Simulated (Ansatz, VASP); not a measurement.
One calculation of AlRu, two programs

The input INCAR:

```
  ALGO = Normal
  EDIFF = 1E-7
  ENCUT = 520
  GGA_COMPAT = F
  ISIF = 2
  ISMEAR = -1
  LASPH = T
  LCHARG = F
  LMAXMIX = 4
  LMIXTAU = T
  LORBIT = 11
  LREAL = F
  LSORBIT = T
  LWAVE = F
  MAGMOM = 0 0 0 0 0 0
  METAGGA = R2SCAN
  NELM = 80
  PREC = Accurate
  SIGMA = 0.05
```

The input KPOINTS:

```
k-points
0
Gamma
  7 7 7
```

Contents of POSCAR:

```
AlRu
1.0
    2.9916000000      0.0000000000      0.0000000000
    0.0000000000      2.9916000000      0.0000000000
    0.0000000000      0.0000000000      2.9916000000
Ru Al
1 1
Direct
    0.5000000000      0.5000000000      0.5000000000
    0.0000000000      0.0000000000      0.0000000000
```

File KPOINTS_OPT:

```
path GXMGRX,MR
15
line-mode
reciprocal
 0.0000000000  0.0000000000  0.0000000000  G
 0.0000000000  0.5000000000  0.0000000000  X

 0.0000000000  0.5000000000  0.0000000000  X
 0.5000000000  0.5000000000  0.0000000000  M

 0.5000000000  0.5000000000  0.0000000000  M
 0.0000000000  0.0000000000  0.0000000000  G

 0.0000000000  0.0000000000  0.0000000000  G
 0.5000000000  0.5000000000  0.5000000000  R

 0.5000000000  0.5000000000  0.5000000000  R
 0.0000000000  0.5000000000  0.0000000000  X

 0.5000000000  0.5000000000  0.0000000000  M
 0.5000000000  0.5000000000  0.5000000000  R
```

File input.yaml:

```yaml
crystal:
  lattice:
    - [2.9916, 0.0, 0.0]
    - [0.0, 2.9916, 0.0]
    - [0.0, 0.0, 2.9916]
  atoms:
    - { symbol: Ru, position: [0.5, 0.5, 0.5] }
    - { symbol: Al, position: [0.0, 0.0, 0.0] }
hamiltonian:
  xc: r2scan
  pseudopotentials: { kind: paw_fr }
magnetization:
  noncollinear: true
  spin_orbit: true
kpoints:
  mp_grid: { grid: [7, 7, 7] }
  band_path:
    path:
      - [[0.0, 0.0, 0.0], [0.0, 0.5, 0.0], [0.5, 0.5, 0.0], [0.0, 0.0, 0.0], [0.5, 0.5, 0.5], [0.0, 0.5, 0.0]]
      - [[0.5, 0.5, 0.0], [0.5, 0.5, 0.5]]
    npoints: 14
scf:
  occupations: { method: fermi_dirac, width: 0.05 }
  n_extra_bands: 6
output:
  forces: true
  stress: true
  eigenvalues: true
  fatbands: true
```

Alike in both runs: task band structure; functional r2SCAN; k mesh 7 × 7 × 7; occupations fermi-dirac, width 0.05 eV; spin-orbit coupling, no magnetisation.

|  | VASP | Ansatz |
| --- | --- | --- |
| version | VASP 6.6.1 | Ansatz 0.2.0 |
| potentials or method | VASP PAW PBE potentials, release 64 (Ru_pv, Al) | Ansatz PAW |
| plane-wave cutoff (eV) | 520 | 500 |
| valence electrons in the cell | 17 | 19 |

|  | VASP | Ansatz | Ansatz less VASP |
| --- | --- | --- | --- |
| gap on the k mesh at the Fermi level (eV) | none | none | - |
| pressure (GPa) | -1.8 | -2.0 | -0.16 |

A gap of «none» marks a metal or a gap that the smearing closes. The two sets of potentials don't hold the same shells in valence.

Caveats: the PAW data sets were made with another functional, which shifts forces and pressure a little (VASP); the PAW data sets come from PBE, with cores solved anew for the run's functional, which leaves a small shift of forces and pressure (Ansatz).
